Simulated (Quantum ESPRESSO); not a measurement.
HfN, 2 atoms in the cell. Symmetry: Fm-3m, No. 225, cubic system. The conventional cell has a = 4.512 Å, b = 4.512 Å, c = 4.512 Å, α = 90.00°, β = 90.00°, γ = 90.00°. Hf (site symmetry m-3m) has 6 N at 2.26 Å as nearest neighbours. Around N (site symmetry m-3m) lie 6 Hf at 2.26 Å. 

* Program: Quantum ESPRESSO 7.5
* Task: Hubbard U by linear response
* Functional: LDA
* Potentials or basis: GBRV 1.5 LDA
* Cutoff: 612 eV
* Density cutoff: 4898 eV
* k mesh: 8 × 8 × 8
* Occupations: cold, width 0.2 eV
* Spin: no spin polarisation
* Hubbard terms: Hf d U = 2.0 eV
* Start of the occupations: default
* Hubbard projectors: ortho-atomic
* Form of the LDA correlation: PZ81
* Mixing beta: 0.3
* Most SCF iterations: 120
* SCF threshold: 4e-10 Ry
* q mesh: 2 × 2 × 2

Potentials or basis: GBRV 1.5 LDA.

Run with:

```console
$ OMP_NUM_THREADS=1 pw.x -in pw.in > pw.out
$ OMP_NUM_THREADS=1 pw.x -in scf2.in > scf2.out
$ OMP_NUM_THREADS=1 hp.x -in hp.in > hp.out
```

Hardware: 1 thread of Arm Neoverse V2, on a shared host.

Q: How long does it take, and how much memory?

A: It took 98 s on 1 thread of Arm Neoverse V2 (shared host), peak memory 0.16 GiB. Counts: scf iterations 15, k pools 1, bands 18, k points 29, g dense 17933.
